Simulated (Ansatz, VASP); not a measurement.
## Zr: VASP beside Ansatz

```
CELL_PARAMETERS angstrom
2.14865 0.00000 0.00000
0.00000 2.14865 0.00000
0.00000 0.00000 2.14865
ATOMIC_POSITIONS crystal
Zr 0.00000 0.00000 0.00000
```

Change from the starting cell: volume scaled by 0.4, crystal datasets.

Alike in both runs: task single point; functional PBE; k mesh 14 × 14 × 14; occupations fermi-dirac, width 0.1 eV; no spin polarisation.

|  | VASP | Ansatz |
| --- | --- | --- |
| version | VASP 6.6.1 | Ansatz 0.2.0 |
| potentials or method | VASP PAW PBE potentials, release 64 (Zr_sv), cutoff 520 eV | all-electron PAW with datasets made for the crystal, scalar-relativistic |

|  | VASP | Ansatz | Ansatz less VASP |
| --- | --- | --- | --- |
| pressure (GPa) | 390.4 | 384.6 | -5.73 |

Ansatz ran all-electron here, so the differences hold the error of VASP's frozen core and of both bases.

Caveats: the cell as given lies far from equilibrium; so large a pressure means that the cell lies far from this level's equilibrium, or that cutoff or potentials fall short (VASP).
